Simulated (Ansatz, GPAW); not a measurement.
Cu: 3 runs at one level of theory

```
Cu
1.0
     0.00000    1.80750    1.80750
     1.80750    0.00000    1.80750
     1.80750    1.80750    0.00000
Cu
1
Direct
  0.00000 0.00000 0.00000
```

Alike in all runs: task single point; functional PBE; k mesh 13 × 13 × 13; occupations gaussian, width 0.02 eV; no spin polarisation; no spin-orbit coupling. Pressure is positive in compression and, in plane waves, holds the error of the finite cutoff, which Ansatz's Pulay term estimates and takes out.

| program and potentials | plane-wave cutoff (eV) | notes | pressure (GPa) |
| --- | --- | --- | --- |
| Ansatz, Ansatz PAW | 420 | 19 valence electrons an atom on average; Pulay term of +0.13 GPa included | 1.68 |
| GPAW, GPAW PAW data sets (gpaw-data 1.2.1) | 600 | 11 valence electrons an atom on average | 3.07 |
| Ansatz, all-electron LAPW, scalar-relativistic | - | - | 1.65 |

The pressure spans 1.65 (Ansatz, all-electron LAPW, scalar-relativistic) to 3.07 GPa (GPAW, GPAW PAW data sets (gpaw-data 1.2.1)), with all-electron results at 1.65.

Differences between rows come from potentials, basis sets and numerical settings, since the functional is the same but for its coding. Runs on potential files found faulty are left out.

All three runs put copper under compression at this cell, which is close to the experimental one, so PBE would relax it to a slightly larger volume. That is the expected behaviour: the gradient correction weakens the overbinding of the local density approximation and, in copper, overshoots a little.

The 19-electron PAW result, 1.68 GPa, practically coincides with the all-electron 1.65 GPa, whereas the 11-electron data set gives 3.07 GPa. The excess may stem from the frozen 3s and 3p shells, or equally from other features of that data set's construction. In a metal as stiff as copper, such an offset corresponds to only a small shift in lattice constant, so the sign of the pressure is well supported, but its size is not settled by the smaller-valence calculation. A pressure at one volume fixes neither the equilibrium lattice constant nor the bulk modulus.
